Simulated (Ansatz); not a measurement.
**SnO: an axial (c/a) deformation path**

The task here is to estimate one member of a computed series from the others.

Computed with Ansatz 0.2.0 (DFT PBEsol, scalar-relativistic, plane waves, PAW, unless a step's input says otherwise).

**The system as given**

Symmetry: Pmn2_1, No. 31, orthorhombic system. Conventional cell: a = 3.316 Å, b = 5.705 Å, c = 3.894 Å, α = 90.00°, β = 90.00°, γ = 90.00°. Sn (site symmetry m) is surrounded by 3 O at 2.13 to 2.14 Å. O (site symmetry m) has 3 Sn at 2.13 to 2.14 Å as nearest neighbours.

Coordinates:

```cif
data_structure
_symmetry_space_group_name_H-M 'P 1'
_symmetry_Int_Tables_number 1
_cell_length_a 3.3156
_cell_length_b 5.7050
_cell_length_c 3.8942
_cell_angle_alpha 90.000
_cell_angle_beta 90.000
_cell_angle_gamma 90.000
_cell_volume 73.66
loop_
_atom_site_label
_atom_site_type_symbol
_atom_site_fract_x
_atom_site_fract_y
_atom_site_fract_z
_atom_site_occupancy
Sn1 Sn 0.00000 0.23379 0.52617 1
Sn2 Sn 0.50000 0.76621 0.02617 1
O1 O 0.00000 0.88536 0.72383 1
O2 O 0.50000 0.11464 0.22383 1
```

It goes back to an entry of the Materials Project, which need not be the stable form.

It is the result of an earlier relaxation at this level (volume 18.42 Å³/atom; gap on the mesh: 1.24 eV).

The first run:

input.yaml

```yaml
crystal:
  lattice:
    - [3.3156061815, 0.0, 0.0]
    - [0.0, 5.7049851891, 0.0]
    - [0.0, 0.0, 3.8941648049]
  atoms:
    - { symbol: Sn, position: [0.0, 0.2337892808, 0.5261742991] }
    - { symbol: Sn, position: [0.5, 0.7662107192, 0.0261742991] }
    - { symbol: O, position: [0.0, 0.8853564082, 0.7238267009] }
    - { symbol: O, position: [0.5, 0.1146435918, 0.2238267009] }
basis:
  ecutwfc: 420
kpoints:
  mp_grid: { grid: [10, 6, 8] }
hamiltonian:
  xc: pbesol
scf:
  occupations: { method: gaussian, width: 0.05 }
output:
  forces: true
  stress: true
  eigenvalues: true
```

Among the steps run: The undisturbed cell; Point ρ = 0.850; ρ = 1.200; At ρ = 0.920; Point ρ = 1.100; At ρ = 0.960; ρ = 1.050; Point ρ = 0.800; Point ρ = 1.300.

One of the session's tables, all rows but one given; the rest of the session is left out.

```
    ρ  ΔE (meV/atom)  pressure (GPa)  gap on the mesh (eV)
0.800           63.4            -4.5                  0.99
0.850           31.0            -3.2                  1.08
0.920            7.5            -1.5                  1.24
0.960            1.7            -0.7                  1.28
1.000            0.0             0.0                  1.23
1.050            2.8             0.8                  1.20
1.100              ?               ?                     ?
1.200           37.6             2.5                  1.02
1.300           79.8             3.3                  0.81
```

Estimate the missing values for ρ = 1.100.

Worked estimate for «ΔE (meV/atom)». A straight line through the neighbours (1.050, 2.8) and (1.200, 37.6) gives 2.8 + (37.6 − 2.8) × (1.100 − 1.050) / (1.200 − 1.050) = 14.4; a parabola fitted to 4 rows on both sides gives 10.6.

As computed: ΔE (meV/atom): 10.2; pressure (GPa): 1.5; gap on the mesh (eV): 1.16. In «ΔE (meV/atom)» the line misses by +4.2 and the parabola by +0.4.

To keep in mind: Layers here are held mostly by dispersion, which this level lacks, so their spacing and the stiffness across them are unreliable there.
